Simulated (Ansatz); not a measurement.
Wanted: the native input for an Ansatz 0.2.0 run.

* Task: single point
* Functional: PBE
* Potentials or basis: Ansatz PAW
* Cutoff: 420 eV (not typed: the program's choice for these potentials)
* k mesh: 11 × 11 × 11
* Occupations: gaussian, width 0.013 eV
* Spin: no spin polarisation

Ge:

```
Ge
1.0
    -2.57449    2.57449    1.39741
     2.57449   -2.57449    1.39741
     2.57449    2.57449   -1.39741
Ge
2
Direct
  0.50000 0.50000 0.00000
  0.25000 0.75000 0.50000
```

This isn't the form of Ge at room conditions, which is diamond.

These files were run (other wordings do the same):

input.yaml

```yaml
crystal:
  lattice:
    - [-2.574489719, 2.574489719, 1.3974126432]
    - [2.574489719, -2.574489719, 1.3974126432]
    - [2.574489719, 2.574489719, -1.3974126432]
  atoms:
    - { symbol: Ge, position: [0.5, 0.5, 0.0] }
    - { symbol: Ge, position: [0.25, 0.75, 0.5] }
hamiltonian:
  xc: pbe
  pseudopotentials: { kind: paw }
kpoints:
  mp_grid: { grid: [11, 11, 11] }
scf:
  occupations: { method: gaussian, width: 0.013 }
output:
  forces: true
  stress: true
  eigenvalues: true
  write_density: true
  write_potential: true
  elf: true
  volumetric_format: npy
```

Potentials or basis: Ansatz PAW.

Run with:

```bash
$ ansatz run input.yaml --threads 2 --pin off --max-ram 5632MiB --backend cpu --events-out ev --progress --plain --runs-dir out
```

Results of the run:

| Property | Result |
| --- | --- |
| Pressure | 3.2 GPa |
| Band gap on the k mesh | none (metal or under the smearing width) |

It took 11 s on 2 threads of Intel(R) Xeon(R) Processor @ 2.50GHz (Skylake/Cascade Lake), on a shared host, peak memory 0.39 GiB.
